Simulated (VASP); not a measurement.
# SiNi (Pmmn) in VASP: a series of runs

The runs below take SiNi through relaxation of shape and atoms at fixed volume, relaxation of cell and atoms, with LDA, PBEsol.

Program: VASP 6.6.1. These are calculated values, not measurements. Logs are shortened: lines on timing, memory, paths and dates and some standing lists are left out, and cuts for length are marked.

## Step 1: The crystal as given

Symmetry: Pmmn, No. 59, orthorhombic system. Conventional cell: a = 2.943 Å, b = 3.280 Å, c = 4.677 Å, α = 90.00°, β = 90.00°, γ = 90.00°. Around Si (site symmetry mm2) lie 6 Ni at 2.34 to 2.37 Å and 4 Si at 2.65 Å. Around Ni (site symmetry mm2) lie 6 Si at 2.34 to 2.37 Å and 4 Ni at 2.65 Å.

The cell is a database's computed one.

## Step 2: Relaxation of shape and atoms at fixed volume, LDA (a relaxed cell with its volume scaled by 1.02)

Contents of INCAR:

```
PREC = Accurate ; ENCUT = 600
EDIFF = 1E-7 ; ISMEAR = 1
SIGMA = 0.1 ; LREAL = F
LASPH = T ; NELM = 80
ALGO = Normal ; ISIF = 4
LWAVE = F ; LCHARG = F
IBRION = 2 ; NSW = 40
EDIFFG = -0.01 ; KPAR = 2
```

Contents of KPOINTS:

```
regular mesh
0
Gamma
  12 12 8
```

Contents of POSCAR:

```
SiNi                                    
1.0
    2.9506388178      0.0000000000      0.0000000000
    0.0000000000      3.2707338067      0.0000000000
    0.0000000000      0.0000000000      4.6657868532
  Si              Ni            
     2     2
Direct
     0.0000000000000000    0.0000000000000000    0.1587270807160461
     0.5000000000000000    0.5000000000000000    0.8412729192839540
     0.0000000000000000    0.0000000000000000    0.6568887764149902
     0.5000000000000000    0.5000000000000000    0.3431112235850099
```

Potentials or basis: VASP PAW LDA potentials, release 64 (Si, Ni).

Launch:

```bash
cat potpaw_LDA.64/Si/POTCAR potpaw_LDA.64/Ni/POTCAR > POTCAR
mpirun -np 2 vasp_std > vasp.out
```

OUTCAR:

```text
PREC = Accurate
   ENCUT = 600
   EDIFF = 1E-7
   ISMEAR = 1
   LREAL = F
   LASPH = T
   NELM = 80
   ISIF = 4
   IBRION = 2
   NSW = 40
   EDIFFG = -0.01

 ion  position               nearest neighbor table
   1  0.000  0.000  0.159-   3 2.32   3 2.34   4 2.36   4 2.36   4 2.36   4 2.36   2 2.65   2 2.65
                             2 2.65   2 2.65
   2  0.500  0.500  0.841-   4 2.32   4 2.34   3 2.36   3 2.36   3 2.36   3 2.36   1 2.65   1 2.65
                             1 2.65   1 2.65
   3  0.000  0.000  0.657-   1 2.32   1 2.34   2 2.36   2 2.36   2 2.36   2 2.36   4 2.64   4 2.64
                             4 2.64   4 2.64
   4  0.500  0.500  0.343-   2 2.32   2 2.34   1 2.36   1 2.36   1 2.36   1 2.36   3 2.64   3 2.64
                             3 2.64   3 2.64

  LATTYP: Found a simple orthorhombic cell.
 ALAT       =     2.9506388178
 B/A-ratio  =     1.1084832840
 C/A-ratio  =     1.5812802384

  Lattice vectors:

 A1 = (   2.9506388178,   0.0000000000,   0.0000000000)
 A2 = (   0.0000000000,   3.2707338067,   0.0000000000)
 A3 = (   0.0000000000,   0.0000000000,   4.6657868532)

Analysis of symmetry for initial positions (statically):
=====================================================================
 Subroutine PRICEL returns:
 Original cell was already a primitive cell.

 Routine SETGRP: Setting up the symmetry group for a
 simple orthorhombic supercell.

 Subroutine GETGRP returns: Found  8 space group operations
 (whereof  4 operations were pure point group operations)
 out of a pool of  8 trial point group operations.

The static configuration has the point symmetry C_2v.
 The point group associated with its full space group is D_2h.

Analysis of symmetry for dynamics (positions and initial velocities):
=====================================================================
 Subroutine PRICEL returns:
 Original cell was already a primitive cell.

 Routine SETGRP: Setting up the symmetry group for a
 simple orthorhombic supercell.

 Subroutine GETGRP returns: Found  8 space group operations
 (whereof  4 operations were pure point group operations)
 out of a pool of  8 trial point group operations.

The dynamic configuration has the point symmetry C_2v.
 The point group associated with its full space group is D_2h.

 Subroutine INISYM returns: Found  8 space group operations
 (whereof  4 operations are pure point group operations),
 and found     1 'primitive' translations
[... 104 lines left out ...]
   NFREE  =      1    steps in history (QN), initial steepest desc. (CG)
   ISIF   =      4    stress and relaxation
   ISYM   =      2    0-nonsym 1-usesym 2-fastsym
   POTIM  = 0.5000    time-step for ionic-motion
   TEBEG  =    0.0;   TEEND  =   0.0 temperature during run
   PSTRESS=    0.0 pullay stress
   NELECT =      28.0000    total number of electrons
   NUPDOWN=      -1.0000    fix difference up-down
   EMIN   =  10.00;   EMAX   =-10.00  energy-range for DOS
   EFERMI =   0.00;   METHOD = LEGACY
   ISMEAR =     1;   SIGMA  =   0.10  broadening in eV -4-tet -1-fermi 0-gaus
   EFERMI_NEDOS =   21; number of points for ismear=-14 and -15
   IALGO  =     38    algorithm
   IMIX   =      4    mixing-type and parameters
     AMIX     =   0.40;   BMIX     =  1.00
     AMIX_MAG =   1.60;   BMIX_MAG =  1.00
  volume/ion in A,a.u.               =      11.26        75.97
  Fermi-wavevector in a.u.,A,eV,Ry     =   1.397329  2.640570 26.565775  1.952529
  Thomas-Fermi vector in A             =   2.520596
   LORBIT       =      0    0 simple, 1 ext, 2 COOP (PROOUT), +10 PAW based schemes
   GGA     = CA    functional components
   LHFCALC =     F    Hartree Fock is set to
   AEXX    =    0.0000 exact exchange contribution
   IVDW    =     0    specifies the selected vdW correction
   LEPSILON=     F    determine dielectric tensor
   LRPA    =     F    only Hartree local field effects (RPA)
 conjugate gradient relaxation of ions
 non-spin polarized calculation
 Methfessel and Paxton  Order N= 1 SIGMA  =   0.10
  energy-cutoff  :      600.00
  volume of cell :       45.03
 maximum number of plane-waves:      1528
 NGX is ok and might be reduce to    24
   NGX = 11   NGY = 13   NGZ = 19

--------------------------------------- Ionic step        1  -------------------------------------------

 number of electron      27.9999998 magnetization

 Free energy of the ion-electron system (eV)
  ---------------------------------------------------
  ext. energy  EPLUGINS =         0.00000000
  ---------------------------------------------------
  free energy    TOTEN  =       -27.30791569 eV

  energy without entropy =      -27.30798278  energy(sigma->0) =      -27.30793806

------------------------ aborting loop because EDIFF is reached ----------------------------------------

  FORCE on cell =-STRESS in cart. coord.  units (eV):
  Direction    XX          YY          ZZ          XY          YZ          ZX
  --------------------------------------------------------------------------------------
  -------------------------------------------------------------------------------------
  Total       -0.9534583     -1.0980654     -1.3143474      0.0000000      0.0000000      0.0000000
  in kB      -33.9254896    -39.0708312    -46.7664735      0.0000000      0.0000000      0.0000000
  external PRESSURE =     -39.9209314 kB  Pullay stress =       0.0000000 kB
[... 215 lines left out ...]
--------------------------------------- Ionic step        7  -------------------------------------------

 number of electron      27.9999992 magnetization

 Free energy of the ion-electron system (eV)
  ---------------------------------------------------
  ext. energy  EPLUGINS =         0.00000000
  ---------------------------------------------------
  free energy    TOTEN  =       -27.30884344 eV

  energy without entropy =      -27.30863255  energy(sigma->0) =      -27.30877315

 E-fermi :  11.6104     XC(G=0): -12.8209

 val. band max:       11.6047588534   @ k =   0.0000   0.1667   0.5000
 cond. band min:      11.6121690746   @ k =   0.1667   0.0000   0.1250
 fundamental gap:      0.0074102212
 Fermi energy:        11.6103990414

 k-point     1 :       0.0000    0.0000    0.0000
  band No.  band energies     occupation
      1      -2.4190      2.00000
      2       3.3487      2.00000
      3       5.0050      2.00000
      4       7.2931      2.00000
      5       7.8633      2.00000
      6       8.5383      2.00000
[... 481 lines left out ...]
      5       7.7009      2.00000
      6       7.7703      2.00000
[... 10 lines left out ...]
     17      14.9804      0.00000
     18      16.4647      0.00000

 [... further k-points ...]
[... 5 lines left out ...]
  --------------------------------------------------------------------------------------
  -------------------------------------------------------------------------------------
  Total       -1.0216061     -1.0442305     -1.0462273      0.0000000      0.0000000      0.0000000
  in kB      -36.3502930    -37.1553038    -37.2263534      0.0000000      0.0000000      0.0000000
  external PRESSURE =     -36.9106501 kB  Pullay stress =       0.0000000 kB
[... 19 lines left out ...]
  FREE ENERGIE OF THE ION-ELECTRON SYSTEM (eV)
  ---------------------------------------------------
  free  energy   TOTEN  =       -27.3088434442 eV

  energy  without entropy=      -27.3086325520  energy(sigma->0) =      -27.30877315

 reached required accuracy - stopping structural energy minimisation
```

Run time: 4.8 min. Hardware: 2 MPI ranks of Intel Xeon Platinum 8259CL at 2.50GHz (Skylake/Cascade Lake), shared host; peak memory 0.32 GiB.

Results:

```
Free energy                  : -27.3088 eV
Energy gained by relaxing    : 0.2 meV/atom
Ionic steps                  : 7
Pressure after relaxing      : -3.7 GPa
Largest force after relaxing : 0.008 eV/Å
Band gap on the k mesh       : none (metal or under the smearing width)
```

Forces in eV/Å, atoms in the order of the input:
```
Si   0.000  0.000 -0.004
Si   0.000  0.000  0.004
Ni   0.000  0.000 -0.008
Ni   0.000  0.000  0.008
```

Stress tensor (GPa, compression positive):
```
-3.64  0.00  0.00
 0.00 -3.72  0.00
 0.00  0.00 -3.72
```

The path:
```tsv
step	energy change (eV)	largest force (eV/Å)	pressure (GPa)
1	0.0000	0.0482	-3.99
2	-0.0007	0.0108	-3.80
3	-0.0007	0.0044	-3.78
4	-0.0008	0.0022	-3.74
5	-0.0009	0.0132	-3.69
6	-0.0009	0.0148	-3.71
7	-0.0009	0.0079	-3.69
```

Final structure:
```
CELL_PARAMETERS angstrom
2.96607 0.00000 0.00000
0.00000 3.26053 0.00000
0.00000 0.00000 4.65603
ATOMIC_POSITIONS crystal
Si 0.00000 0.00000 0.15939
Si 0.50000 0.50000 0.84061
Ni 0.00000 0.00000 0.65769
Ni 0.50000 0.50000 0.34231
```

Levels at points of the mesh, in eV from the Fermi level:
| k point | band 10 | band 11 | band 12 | band 13 | band 14 | band 15 | band 16 | band 17 | band 18 |
| --- | --- | --- | --- | --- | --- | --- | --- | --- | --- |
| (0.00, 0.00, 0.00) | -2.72 | -2.39 | -2.10 | -2.05 | -1.21 | 1.07 | 2.97 | 5.31 | 5.49 |
| (0.50, 0.00, 0.00) | -2.63 | -2.58 | -2.58 | -1.65 | -1.65 | 1.78 | 1.78 | 3.59 | 3.59 |
| (0.00, 0.50, 0.00) | -2.76 | -2.32 | -2.32 | -2.19 | -2.19 | 1.25 | 1.25 | 4.91 | 4.91 |
| (0.50, 0.50, 0.00) | -3.32 | -2.09 | -2.09 | -1.64 | -1.64 | 1.60 | 1.60 | 2.00 | 2.00 |
| (0.00, 0.00, 0.50) | -2.81 | -2.77 | -2.15 | 1.26 | 1.75 | 2.16 | 2.61 | 2.83 | 3.77 |
| (0.50, 0.00, 0.50) | -2.47 | -2.28 | -2.28 | -1.46 | -1.46 | 3.83 | 3.83 | 5.42 | 5.42 |
| (0.00, 0.50, 0.50) | -2.57 | -2.09 | -2.09 | -2.04 | -2.04 | 5.34 | 5.34 | 5.38 | 5.38 |
| (0.50, 0.50, 0.50) | -2.80 | -2.12 | -2.12 | -1.58 | -1.58 | -0.37 | -0.37 | 1.01 | 1.01 |

Spin polarisation is off, so any magnetic state and its effect on volume and gap are missing.

## Step 3: Relaxation of shape and atoms at fixed volume, LDA (a relaxed cell with its volume scaled by 1.04)

INCAR is that of step 2.

KPOINTS is that of step 2.

POSCAR, as its differences from that of step 2:

```diff
@@ -2,5 +2,5 @@
 1.0
-    2.9506388178      0.0000000000      0.0000000000
-    0.0000000000      3.2707338067      0.0000000000
-    0.0000000000      0.0000000000      4.6657868532
+    2.9697993470      0.0000000000      0.0000000000
+    0.0000000000      3.2919729330      0.0000000000
+    0.0000000000      0.0000000000      4.6960850194
   Si              Ni
```

Potentials or basis: VASP PAW LDA potentials, release 64 (Si, Ni).

Launch:

```bash
cat potpaw_LDA.64/Si/POTCAR potpaw_LDA.64/Ni/POTCAR > POTCAR
mpirun -np 2 vasp_std > vasp.out
```

Wall time 6.5 min (2 MPI ranks of Intel Xeon Platinum 8259CL at 2.50GHz (Skylake/Cascade Lake), shared host); peak memory 0.33 GiB.

It converged, with:

* Free energy: -27.2798 eV
* Energy gained by relaxing: 1.0 meV/atom
* Ionic steps: 9
* Pressure after relaxing: -6.9 GPa
* Largest force after relaxing: 0.005 eV/Å
* Band gap on the k mesh: none (metal or under the smearing width)

Forces on the atoms (eV/Å):
```
Si   0.000  0.000 -0.002
Si   0.000  0.000  0.002
Ni   0.000  0.000  0.005
Ni   0.000  0.000 -0.005
```

Step by step:
```csv
step,energy change (eV),largest force (eV/Å),pressure (GPa)
1,0.0000,0.0966,-7.59
2,-0.0029,0.0234,-7.20
3,-0.0030,0.0081,-7.08
4,-0.0033,0.0038,-7.05
5,-0.0036,0.0315,-6.99
6,-0.0038,0.0135,-6.97
7,-0.0038,0.0136,-6.96
8,-0.0038,0.0135,-6.99
9,-0.0039,0.0047,-6.95
```

Final structure:
```
Si Ni
1.0
     3.00659    0.00000    0.00000
     0.00000    3.26617    0.00000
     0.00000    0.00000    4.67528
Si Ni
2 2
Cartesian
  0.0000 0.0000 0.7475
  1.5033 1.6331 3.9278
  0.0000 0.0000 3.0773
  1.5033 1.6331 1.5979
```

Levels at points of the mesh, in eV from the Fermi level:
| k point | band 10 | band 11 | band 12 | band 13 | band 14 | band 15 | band 16 | band 17 | band 18 |
| --- | --- | --- | --- | --- | --- | --- | --- | --- | --- |
| (0.00, 0.00, 0.00) | -2.64 | -2.36 | -2.07 | -2.03 | -1.09 | 0.86 | 2.99 | 5.29 | 5.29 |
| (0.50, 0.00, 0.00) | -2.57 | -2.53 | -2.53 | -1.67 | -1.67 | 1.69 | 1.69 | 3.59 | 3.59 |
| (0.00, 0.50, 0.00) | -2.69 | -2.30 | -2.30 | -2.12 | -2.12 | 1.24 | 1.24 | 4.71 | 4.71 |
| (0.50, 0.50, 0.00) | -3.25 | -2.04 | -2.04 | -1.65 | -1.65 | 1.52 | 1.52 | 1.97 | 1.97 |
| (0.00, 0.00, 0.50) | -2.76 | -2.73 | -2.12 | 1.30 | 1.85 | 2.21 | 2.63 | 2.65 | 3.73 |
| (0.50, 0.00, 0.50) | -2.42 | -2.22 | -2.22 | -1.48 | -1.48 | 3.85 | 3.85 | 5.37 | 5.37 |
| (0.00, 0.50, 0.50) | -2.51 | -2.07 | -2.07 | -1.97 | -1.97 | 5.13 | 5.13 | 5.37 | 5.37 |
| (0.50, 0.50, 0.50) | -2.73 | -2.06 | -2.06 | -1.60 | -1.60 | -0.37 | -0.37 | 0.93 | 0.93 |

Spin polarisation is off, so any magnetic state and its effect on volume and gap are missing.

## Step 4: Relaxation of shape and atoms at fixed volume, LDA (a relaxed cell with its volume scaled by 1.06)

INCAR is that of step 3.

KPOINTS is that of step 3.

POSCAR, as its differences from that of step 3:

```diff
@@ -2,5 +2,5 @@
 1.0
-    2.9697993470      0.0000000000      0.0000000000
-    0.0000000000      3.2919729330      0.0000000000
-    0.0000000000      0.0000000000      4.6960850194
+    2.9887157765      0.0000000000      0.0000000000
+    0.0000000000      3.3129414788      0.0000000000
+    0.0000000000      0.0000000000      4.7259971954
   Si              Ni
```

Launch:

```bash
cat potpaw_LDA.64/Si/POTCAR potpaw_LDA.64/Ni/POTCAR > POTCAR
mpirun -np 2 vasp_std > vasp.out
```

Wall time 7 min (2 MPI ranks of Intel Xeon Platinum 8259CL at 2.50GHz (Skylake/Cascade Lake), shared host); peak memory 0.33 GiB.

Results (log left out):

* Free energy: -27.2333 eV
* Energy gained by relaxing: 2.0 meV/atom
* Ionic steps: 9
* Pressure after relaxing: -10.0 GPa
* Band gap on the k mesh: none (metal or under the smearing width)

The path:
| step | energy change (eV) | largest force (eV/Å) | pressure (GPa) |
| --- | --- | --- | --- |
| 1 | 0.0000 | 0.1412 | -10.80 |
| 2 | -0.0063 | 0.0383 | -10.25 |
| 3 | -0.0066 | 0.0120 | -10.07 |
| 4 | -0.0072 | 0.0044 | -10.04 |
| 5 | -0.0078 | 0.0359 | -9.96 |
| 6 | -0.0078 | 0.0392 | -9.96 |
| 7 | -0.0081 | 0.0137 | -9.97 |
| 8 | -0.0081 | 0.0146 | -10.02 |
| 9 | -0.0081 | 0.0010 | -9.96 |

Final structure:
```
Si Ni
1.0
     3.03561    0.00000    0.00000
     0.00000    3.28316    0.00000
     0.00000    0.00000    4.69519
Si Ni
2 2
Direct
  0.00000 0.00000 0.16049
  0.50000 0.50000 0.83951
  0.00000 0.00000 0.65907
  0.50000 0.50000 0.34093
```

Levels at points of the mesh, in eV from the Fermi level:
```
           k point  band 10  band 11  band 12  band 13  band 14  band 15  band 16  band 17  band 18
(0.00, 0.00, 0.00)    -2.57    -2.32    -2.05    -2.00    -1.05     0.77     2.93     5.20     5.21
(0.50, 0.00, 0.00)    -2.52    -2.47    -2.47    -1.66    -1.66     1.63     1.63     3.55     3.55
(0.00, 0.50, 0.00)    -2.62    -2.27    -2.27    -2.07    -2.07     1.22     1.22     4.58     4.58
(0.50, 0.50, 0.00)    -3.18    -1.99    -1.99    -1.64    -1.64     1.45     1.45     1.92     1.92
(0.00, 0.00, 0.50)    -2.72    -2.68    -2.10     1.30     1.86     2.22     2.55     2.60     3.69
(0.50, 0.00, 0.50)    -2.37    -2.18    -2.18    -1.48    -1.48     3.83     3.83     5.29     5.29
(0.00, 0.50, 0.50)    -2.45    -2.04    -2.04    -1.93    -1.93     5.01     5.01     5.35     5.35
(0.50, 0.50, 0.50)    -2.66    -2.01    -2.01    -1.59    -1.59    -0.36    -0.36     0.85     0.85
```

Spin polarisation is off, so any magnetic state and its effect on volume and gap are missing.

(Part 1 of 2 ends here.)
